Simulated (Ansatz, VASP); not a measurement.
Hf in VASP and in Ansatz

The input INCAR:

```
PREC = Accurate
ENCUT = 520
EDIFF = 1E-6
ISMEAR = -1
SIGMA = 0.05
LREAL = False
LASPH = True
NELM = 100
ALGO = Normal
ISIF = 2
LWAVE = False
LCHARG = False
GGA = PE
NBANDS = 17
```

File KPOINTS:

```
Automatic mesh
0
Gamma
  10 10 5
```

File POSCAR:

```
Hf
1.0
    3.1534960552      0.0000000000      0.0000000000
   -1.5767480276      2.7310076946      0.0000000000
    0.0000000000      0.0000000000      4.9894429718
Hf
2
Direct
    0.6666666667      0.3333333333      0.7500000000
    0.3333333333      0.6666666667      0.2500000000
```

The input input.yaml:

```yaml
crystal:
  lattice:
    - [3.1534960552, 0.0, 0.0]
    - [-1.5767480276, 2.7310076946, 0.0]
    - [0.0, 0.0, 4.9894429718]
  atoms:
    - { symbol: Hf, position: [0.6666666667, 0.3333333333, 0.75] }
    - { symbol: Hf, position: [0.3333333333, 0.6666666667, 0.25] }
kpoints:
  mp_grid: { grid: [10, 10, 5] }
scf:
  occupations: { method: fermi_dirac, width: 0.05 }
hamiltonian:
  xc: pbe
  pseudopotentials: { kind: all_electron, lapw: { basis_error: 0.0005 } }
output:
  forces: true
  stress: true
  eigenvalues: true
```

Change from the starting cell: volume scaled by 0.96.

Alike in both runs: task single point; functional PBE; k mesh 10 × 10 × 5; occupations fermi-dirac, width 0.05 eV; no spin polarisation.

```csv
,VASP,Ansatz
version,VASP 6.6.1,Ansatz 0.2.0
potentials or method,"VASP PAW PBE potentials, release 64 (Hf_pv)","all-electron LAPW, scalar-relativistic"
plane-wave cutoff (eV),520,see its input
```

```csv
,VASP,Ansatz,Ansatz less VASP
gap on the k mesh at the Fermi level (eV),none,none,-
pressure (GPa),4.9,5.4,+0.47
largest component of the traceless stress (GPa),0.14,0.06,-0.073
```

A gap of «none» marks a metal or a gap that the smearing closes. Ansatz ran all-electron here, so the differences hold the error of VASP's frozen core and of both bases.

The runs have no spin-orbit coupling, so splittings on Hf are missing.
